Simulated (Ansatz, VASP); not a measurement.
## CdSe: VASP beside Ansatz

The input INCAR:

```
PREC = Accurate ; ENCUT = 520
EDIFF = 1E-6 ; ISMEAR = 0
SIGMA = 0.02 ; LREAL = F
LASPH = T ; NELM = 60
ALGO = Normal ; ISIF = 2
LWAVE = F ; LCHARG = F
GGA = PS ; NBANDS = 16
```

File KPOINTS:

```
regular mesh
0
Gamma
  10 10 10
```

POSCAR

```
CdSe
1.0
    0.0000000000      3.0515000000      3.0515000000
    3.0515000000      0.0000000000      3.0515000000
    3.0515000000      3.0515000000      0.0000000000
Cd Se
1 1
Direct
    0.0000000000      0.0000000000      0.0000000000
    0.2500000000      0.2500000000      0.2500000000
```

Input for Ansatz:

```yaml
crystal:
  lattice:
    - [0.0, 3.0515, 3.0515]
    - [3.0515, 0.0, 3.0515]
    - [3.0515, 3.0515, 0.0]
  atoms:
    - { symbol: Cd, position: [0.0, 0.0, 0.0] }
    - { symbol: Se, position: [0.25, 0.25, 0.25] }
basis:
  ecutwfc: 420
kpoints:
  mp_grid: { grid: [10, 10, 10] }
hamiltonian:
  xc: pbesol
scf:
  occupations: { method: gaussian, width: 0.02 }
output:
  forces: true
  stress: true
  eigenvalues: true
```

Alike in both runs: task single point; functional PBEsol; k mesh 10 × 10 × 10; occupations gaussian, width 0.02 eV; no spin polarisation.

|  | VASP | Ansatz |
| --- | --- | --- |
| version | VASP 6.6.1 | Ansatz 0.2.0 |
| potentials or method | VASP PAW PBE potentials, release 64 (Cd, Se) | scalar-relativistic, plane waves, PAW |
| plane-wave cutoff (eV) | 520 | 420 |
| valence electrons in the cell | 18 | 36 |

|  | VASP | Ansatz | Ansatz less VASP |
| --- | --- | --- | --- |
| gap on the k mesh at the Fermi level (eV) | 0.46 | 0.46 | -0.002 |
| least direct gap on the mesh (eV) | 0.46 | 0.46 | -0.002 |
| pressure (GPa) | -0.2 | -0.5 | -0.32 |

The two sets of potentials don't hold the same shells in valence.

Caveats: the PAW data sets were made with another functional, which shifts forces and pressure a little (VASP). As with any semilocal functional, this PBEsol gap is likely too small.
